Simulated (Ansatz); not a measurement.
# Fe: the cost of one run

Method: DFT PBE, scalar-relativistic, plane waves, PAW, in Ansatz 0.2.0.

### Step 1. Starting point

Symmetry: Fm-3m, No. 225, cubic system. Conventional cell: a = 3.656 Å, b = 3.656 Å, c = 3.656 Å, α = 90.00°, β = 90.00°, γ = 90.00°. Fe (site symmetry m-3m) has 12 Fe at 2.58 Å as nearest neighbours.

Structure file:

```xyz
1
Lattice="0.0000 1.8278 1.8278 1.8278 0.0000 1.8278 1.8278 1.8278 0.0000" Properties=species:S:1:pos:R:3 pbc="T T T"
Fe    0.0000    0.0000    0.0000
```

This is candidate A: structure listed in a database for this formula (Fm-3m, No. 225).

(A quick probe on a coarse mesh, which set the mesh and smearing, is not shown.)

### Step 3. The relaxation (candidate A)

The input, input.yaml:

```yaml
crystal:
  lattice:
    - [0.0, 1.8277755852, 1.8277755852]
    - [1.8277755852, 0.0, 1.8277755852]
    - [1.8277755852, 1.8277755852, 0.0]
  atoms:
    - { symbol: Fe, position: [0.0, 0.0, 0.0], spin: 3.01 }
basis:
  ecutwfc: 420
kpoints:
  mp_grid: { grid: [26, 26, 26] }
hamiltonian:
  xc: pbe
scf:
  occupations: { method: gaussian, width: 0.1 }
output:
  forces: true
  stress: true
  eigenvalues: true
  populations: true
magnetization:
  spin_polarized: true
relax:
  adjacent_minimum: "off"
  f_tol: 0.01
  max_steps: 80
  cell: { stress_tol: 0.05 }
```

What time and memory should one allow on 1 thread of an x86-64 CPU, shared host?

About 30 s, with a peak of 0.52 GiB.
